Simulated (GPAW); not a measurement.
The system is Ti.

```xyz
1
Lattice="-1.6410 1.6410 1.6410 1.6410 -1.6410 1.6410 1.6410 1.6410 -1.6410" Properties=species:S:1:pos:R:3 pbc="T T T"
Ti    0.0000    0.0000    0.0000
```

This isn't the form of Ti at room conditions, which is hcp.

```yaml
Program: GPAW 26.7.0
Task: relaxation of cell and atoms
Functional: PBE
Potentials_or_basis: GPAW PAW data sets (gpaw-data 1.2.1)
Cutoff: 600 eV
Basis: pw
k_mesh: 11 × 11 × 11
Occupations: fermi-dirac, width 0.05 eV
Spin: no spin polarisation
```

At the start: pressure -3.0 GPa; volume 17.68 Å³/atom.

Problem. How do energy, volume and symmetry change on relaxing?

Solution. Over 3 steps the energy falls by 2.5 meV/atom and the volume is 17.15 Å³/atom (-3.0 %); space group Im-3m (No. 229, to 0.05 Å).

The path:
```csv
step,energy change (eV),largest force (eV/Å),pressure (GPa),volume (Å³)
1,0.0000,0.0000,-3.04,17.68
2,-0.0023,0.0000,-1.61,17.42
3,-0.0025,0.0000,0.03,17.15
```

Final structure:
```
Ti
1.0
    -1.62463    1.62463    1.62463
     1.62463   -1.62463    1.62463
     1.62463    1.62463   -1.62463
Ti
1
Direct
  0.00000 0.00000 0.00000
```

Caveat: later steps reuse the first step's grids.
